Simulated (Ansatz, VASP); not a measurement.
**AlN in VASP and in Ansatz**

File INCAR:

```
ALGO = Normal ; EDIFF = 1E-7
ENCUT = 520 ; GGA = PE
ISIF = 2 ; ISMEAR = 0
LASPH = True ; LCHARG = True
LELF = True ; LREAL = False
LVHAR = True ; LWAVE = False
NBANDS = 16 ; NELM = 80
PREC = Accurate ; SIGMA = 0.05
```

Contents of KPOINTS:

```
k-points
0
Gamma
  6 6 6
```

Contents of POSCAR:

```
AlN
1.0
    0.0000000000     -2.2015682416     -2.2015682416
   -2.2015682416      0.0000000000     -2.2015682416
    2.2015682416      2.2015682416     -4.4031364832
Al N
2 2
Direct
   -0.0063555698      0.0379912432      0.0017685100
    0.5098925899      0.4655457769      0.5017685100
    0.3643137524      0.4040507325      0.8715933375
    0.8788729226      0.8391359424      0.3715933375
```

Input for Ansatz:

```yaml
crystal:
  lattice:
    - [0.0, -2.2015682416, -2.2015682416]
    - [-2.2015682416, 0.0, -2.2015682416]
    - [2.2015682416, 2.2015682416, -4.4031364832]
  atoms:
    - { symbol: Al, position: [-0.0063555698, 0.0379912432, 0.00176851] }
    - { symbol: Al, position: [0.5098925899, 0.4655457769, 0.50176851] }
    - { symbol: "N", position: [0.3643137524, 0.4040507325, 0.8715933375] }
    - { symbol: "N", position: [0.8788729226, 0.8391359424, 0.3715933375] }
basis:
  ecutwfc: 520.0
kpoints:
  mp_grid: { grid: [6, 6, 6] }
hamiltonian:
  xc: pbe
scf:
  occupations: { method: gaussian, width: 0.05 }
output:
  forces: true
  stress: true
  eigenvalues: true
```

Change from the starting cell: mode 4 frozen in at -0.102 Å and mode 10 at +0.030 Å (largest displacements).

Alike in both runs: task single point; functional PBE; k mesh 6 × 6 × 6; occupations gaussian, width 0.05 eV; no spin polarisation.

```csv
,VASP,Ansatz
version,VASP 6.6.1,Ansatz 0.2.0
potentials or method,"VASP PAW PBE potentials, release 64 (Al, N)","scalar-relativistic, plane waves, PAW"
plane-wave cutoff (eV),520,520
valence electrons in the cell,16,16
```

```tsv
	VASP	Ansatz	Ansatz less VASP
gap on the k mesh at the Fermi level (eV)	3.19	3.20	+0.008
least direct gap on the mesh (eV)	3.71	3.72	+0.005
pressure (GPa)	-0.4	-0.2	+0.26
largest component of the traceless stress (GPa)	2.76	2.75	-0.007
rms of the force components (eV/Å)	0.401	0.400	-0.0013
```

Atom by atom the forces differ by 0.002 eV/Å (rms over components).

A k mesh can miss the band edges.
